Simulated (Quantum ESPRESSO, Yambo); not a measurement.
# KF (Carobbiite): G0W0 on several meshes in Yambo, part 2 of 2

Aim: the GW shift of KF (Carobbiite) against the k mesh.

Quantum ESPRESSO 7.5 and Yambo 5.3.0; PBE and many-body steps on it, plane waves. Known limits of the many-body steps: not at the basis limit; coarse k mesh.

So far. Step 5 (Empty states on the mesh, 2×2×2 mesh, 191 bands): On this mesh the gap is 6.199 eV. Step 7 (2×2×2): Against G0W0 in Yambo (4×4×4 mesh, 191 bands, screening to 231.3 eV, Godby-Needs plasmon pole), the gap moves by −0.132 eV.

**8. Empty states on the mesh, 6×6×6 mesh, 191 bands**

This step: Quantum ESPRESSO 7.5; DFT, PBE, plane waves, norm-conserving pseudopotentials.

pw.in

```
&control
  calculation = 'nscf'
  prefix = 'x'
  outdir = 'o'
  pseudo_dir = 'pseudo'
/
&system
  ibrav = 0
  nat = 2
  ntyp = 2
  ecutwfc = 72.0
  nbnd = 191
  force_symmorphic = .true.
/
&electrons
  conv_thr = 1e-9
  electron_maxstep = 80
  diago_full_acc = .true.
  diago_thr_init = 5e-6
/
ATOMIC_SPECIES
  K 39.098 K.upf
  F 18.998 F.upf
CELL_PARAMETERS angstrom
  -0.0000000000 2.6718500000 2.6718500000
  2.6718500000 -0.0000000000 2.6718500000
  2.6718500000 2.6718500000 0.0000000000
ATOMIC_POSITIONS crystal
  K 0.0000000000 0.0000000000 0.0000000000
  F 0.5000000000 0.5000000000 0.5000000000
K_POINTS automatic
  6 6 6 0 0 0
```

Launch:

```
> OMP_NUM_THREADS=1 mpirun -n 4 pw.x -nk 4 -in pw.in > pw.out
```

The program printed:

```text
[banner, memory and clock lines left out]
Program PWSCF v.7.5 starts

     Atomic positions and unit cell read from directory:
     o/x.save/

     Message from routine setup:
     using ibrav=0 with symmetry is DISCOURAGED, use correct ibrav instead

     G-vector sticks info

     bravais-lattice index     =            0
     lattice parameter (alat)  =       7.1405  a.u.
     unit-cell volume          =     257.4322 (a.u.)^3
     number of atoms/cell      =            2
     number of atomic types    =            2
     number of electrons       =        16.00
[...]
[... 12 further rows ...]
[...]
161.1116 162.3011 162.3011 162.7748 164.7311 166.0963 166.6282

          k = 0.2357 0.2357-0.2357 (  2659 PWs)   bands (ev):

[...]
79.8183  82.9236  82.9236  83.2022  83.2765  83.2765  85.5913  85.5913
     [... 12 further rows ...]
   154.7694 155.8639 155.8639 155.9693 155.9693 156.3344 157.4774 157.4774
   158.2157 158.3404 159.1269 159.1269 159.4857 159.4857 160.2591

          k =-0.3536-0.3536 0.3536 (  2638 PWs)   bands (ev):

     [... further k-points ...]

     highest occupied, lowest unoccupied level (ev):     1.5366    7.7360

     XML data file, pseudopotentials, collected wavefunctions
```

It took 18 s on 4 MPI ranks of Arm Neoverse V2, shared host; peak memory 0.37 GiB; 70 s of CPU time.

Numbers from this step:

```
gap                                                           : 6.199 eV
k of the valence top                                          : 0, 0, 0
k of the conduction bottom                                    : 0, 0, 0
least direct gap                                              : 6.199 eV
k points computed                                             : 16
lowest point of the top converged band, above the valence top : 156.1905 eV
```

On this mesh the gap is 6.199 eV.

**9. Conversion and set-up**

This step: Yambo 5.3.0; conversion and set-up on PBE, plane waves, norm-conserving pseudopotentials.

Launch:

```
> (cd o/x.save; p2y > p2y.log; mv SAVE ../..); yambo > setup.log
```

The program printed:

```text
 Yambo, version 5.3.0

 [02] CORE Variables Setup
 =========================

  [02.01] Unit cells
  ==================

  Cell kind             :  FCC
  Atoms in the cell     :  K  F
  number of K  atoms    :  1
  number of F  atoms    :  1

  List of atomic masses
  Mass of K     :  39.09800
  Mass of F     :  18.99800

  List of atomic coordinates    : [cc]
  K1       :  0.000000  0.000000  0.000000  order 1
  F1       :  5.049065  5.049065  5.049065  order 2

  Alat factors          :  5.049065  5.049065  5.049065 [a.u.]
  Direct lattice volume :  257.4322 [a.u.]
[...]
Q [ 1]         [rlu]:  0.000000  0.000000  0.000000
 Q [ 2]         [rlu]:  0.67495E-17  0.67495E-17  0.16667
 Q [ 3]         [rlu]:  0.13499E-16  0.13499E-16  0.33333
[...]
Q [ 8]         [rlu]: -0.33962E-17  0.16667     -0.33333
 Q [ 9]         [rlu]: -0.13499E-16  0.16667     -0.16667
 Q [10]         [rlu]:  0.22403E-16  0.33333      0.33333
     [... 4 further rows ...]
 Q [15]         [rlu]:  0.166667  0.333333 -0.333333
 Q [16]         [rlu]:  0.166667 -0.500000 -0.333333

  [03.01] X indexes
  =================

   [03.01.01] Sigma indexes
   ========================

 [06] Game Over & Game summary
```

Elapsed: 2.2 s, on 1 MPI rank; peak memory 0.24 GiB.

**10. 6×6×6**

This step: G0W0 on PBE, plane waves, norm-conserving pseudopotentials.

gw12.in

```
HF_and_locXC
gw0
dyson
ppa
em1d
rim_cut
RandQpts= 1000000
RandGvec= 1 RL
EXXRLvcs= 72 Ry
VXCRLvcs= 288 Ry
Chimod= "HARTREE"
% BndsRnXp
 1 | 191 |
%
NGsBlkXp= 17 Ry
% LongDrXp
 1 | 1 | 1 |
%
% GbndRnge
 1 | 191 |
%
DysSolver= "n"
ExtendOut
PPAPntXp= 27.21138 eV
% QPkrange
 1 | 1 | 7 | 10 |
%
```

Launch:

```
> OMP_NUM_THREADS=1 mpirun -n 4 yambo -F gw12.in -J gw12 -C gw12 > gw12.log
```

The program printed:

```text
 Yambo, version 5.3.0

 [02] CORE Variables Setup
 =========================

  [... cell, symmetries and grids as in the set-up ...]

  [02.05] Energies & Occupations
  ==============================

  [X] === General ===
  [X] Electronic Temperature                        :  0.000000  0.000000 [eV K]
  [X] Bosonic    Temperature                        :  0.000000  0.000000 [eV K]
  [X] Finite Temperature mode                       : no
  [X] El. density                                   :  0.41942E+24 [cm-3]
[...]
Sx RL components                                 :  2733

   QP @ state[ 1 ] K range                          :  1  1
   QP @ state[ 1 ] b range                          :   7  10
   GF energies kind                                 : Perdew, Burke & Ernzerhof(X)+Perdew, Burke & Ernzerhof(C)
   GF WF`s kind                                     : Perdew, Burke & Ernzerhof(X)+Perdew, Burke & Ernzerhof(C)
   Xs energies kind                                 : Perdew, Burke & Ernzerhof(X)+Perdew, Burke & Ernzerhof(C)
   Xs WF`s kind                                     : Perdew, Burke & Ernzerhof(X)+Perdew, Burke & Ernzerhof(C)

 [11] Game Over & Game summary
```

Elapsed: 8.1 min, on 4 MPI ranks; peak memory 2 GiB.

This step gave:

```
G0W0 gap on the points computed              : 9.657 eV
starting gap on the mesh                     : 6.199 eV
k of the valence top                         : 0, 0, 0
k of the conduction bottom                   : 0, 0, 0
least direct G0W0 gap on the computed points : 9.657 eV
```

Against G0W0 in Yambo (4×4×4 mesh, 191 bands, screening to 231.3 eV, Godby-Needs plasmon pole), the gap moves by +0.027 eV.

**11. The runs together**

Times are wall times on 4 MPI ranks of Arm Neoverse V2, shared host, good to a factor of about two.

```csv
run,mesh,bands,screening cutoff (eV),DFT gap (eV),gap on the mesh (eV),direct (eV),time
4×4×4,4×4×4,191,231.3,6.199,9.629,9.629,88 s
2×2×2,2×2×2,191,231.3,6.199,9.497,9.497,9.7 s
6×6×6,6×6×6,191,231.3,6.199,9.657,9.657,8.1 min
```

**12. Results**

| Property | Result |
| --- | --- |
| 4×4×4 | 9.629 eV |
| 2×2×2 | 9.497 eV |
| 6×6×6 | 9.657 eV |
| known limits | not at the basis limit; coarse k mesh |

**Reading.** 2×2×2: −0.132 eV against 4×4×4. 6×6×6: +0.027 eV against 4×4×4. Bands and cutoff are finite, so the gap is not at the basis limit. The miss can reach some tenths of an eV and take either sign; the mesh is an error of its own. In the G0W0 runs levels were corrected at 1 k point alone, so a gap called «on the mesh» is the least over those, and an edge elsewhere would be missed. The 4×4×4 mesh is coarse for this cell, which bears on the long-range parts of exchange and screening.

[Paths, hosts, dates, memory and timing lines, banners, echoed tables and standing remarks are left out of the program output.]

[Logs are printed without paths, hosts, clocks, repeated set-up lines and the standing remarks that a program may print on its own settings, such as how far it seeks lower states.]

[Runs of the session that timed out or met a known fault of the program may be left out.]

[Hosts, paths, dates, database ids (printed as entryN), source tags and the programs' standing remarks are cut or masked in the printed files.]
